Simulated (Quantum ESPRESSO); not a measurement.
## KTaO3 in Quantum ESPRESSO: the effect of target pressure

The system is KTaO3.

```
Ta K O
1.0
     3.98830    0.00000    0.00000
     0.00000    3.98830    0.00000
     0.00000    0.00000    3.98830
Ta K O
1 1 3
Direct
  0.00000 0.00000 0.00000
  0.50000 0.50000 0.50000
  0.00000 0.00000 0.50000
  0.00000 0.50000 0.00000
  0.50000 0.00000 0.00000
```

Alike in all runs:

- Program: Quantum ESPRESSO 7.5
- Task: phonons
- Functional: LDA
- Potentials or basis: GBRV 1.5 LDA
- Cutoff: 762 eV
- Density cutoff: 6095 eV
- k mesh: 4 × 4 × 4, shifted
- Occupations: fermi-dirac, width 0.05 eV
- Spin: no spin polarisation

Each run relaxes the cell or the atoms first.

Question: One run gave: relaxed volume 10.82 Å³/atom; dielectric constant 5.07 mean; highest phonon frequency 803 cm⁻¹. Which target pressure did it use?
A. 40 GPa
B. 10 GPa
C. 5 GPa
D. 0 GPa
E. 20 GPa

Answer: A.

```tsv
target pressure	relaxed volume (Å³/atom)	dielectric constant (mean)	highest phonon frequency (cm⁻¹)
0 GPa	12.38	5.23	565
5 GPa	12.11	5.20	600
10 GPa	11.88	5.17	633
20 GPa	11.46	5.12	695
40 GPa	10.82	5.07	803
```

Caveats: the cell is more than 3 GPa from zero pressure, which shifts response properties (some runs).

Runs at the PBE level aren't shown here.
